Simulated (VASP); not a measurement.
# Na: relaxation of cell and atoms with r2SCAN

The system is Na.

```
CELL_PARAMETERS angstrom
-2.11346 2.11346 2.11346
2.11346 -2.11346 2.11346
2.11346 2.11346 -2.11346
ATOMIC_POSITIONS crystal
Na 0.00000 0.00000 0.00000
```

- Program: VASP 6.6.1
- Task: relaxation of cell and atoms
- Functional: r2SCAN
- Potentials or basis: VASP PAW PBE potentials, release 64 (Na_pv)
- Cutoff: 600 eV
- k mesh: 14 × 14 × 14
- Occupations: methfessel-paxton, width 0.1 eV
- Spin: no spin polarisation
- Further INCAR settings: ALGO = Normal; EDIFF = 1e-07; IBRION = 2; EDIFFG = -0.005; NSW = 90; ISIF = 3

```json
{"Pressure after relaxing": "0.0 GPa", "Band gap on the k mesh": "none (metal or under the smearing width)"}
```

Final structure:
```
CELL_PARAMETERS angstrom
-2.11346 2.11346 2.11346
2.11346 -2.11346 2.11346
2.11346 2.11346 -2.11346
ATOMIC_POSITIONS crystal
Na 0.00000 0.00000 0.00000
```

Levels at points of the mesh, in eV from the Fermi level:
```
           k point  band 1  band 2  band 3  band 4  band 5  band 6
(0.00, 0.00, 0.00)  -25.99  -25.99  -25.99   -3.42   12.33   12.33
(0.50, 0.00, 0.00)  -26.03  -26.01  -25.99    0.75    1.44    8.62
(0.50, 0.50, 0.50)  -26.02  -26.02  -26.02    4.71    4.71    5.27
```

It took 110 s on 1 thread of Intel(R) Xeon(R) 6975P-C (Granite Rapids) (shared host), peak memory 0.18 GiB.

Caveat: the relaxation stopped at its first step, so nothing moved; the PAW data sets were made with another functional, which shifts forces and pressure a little.
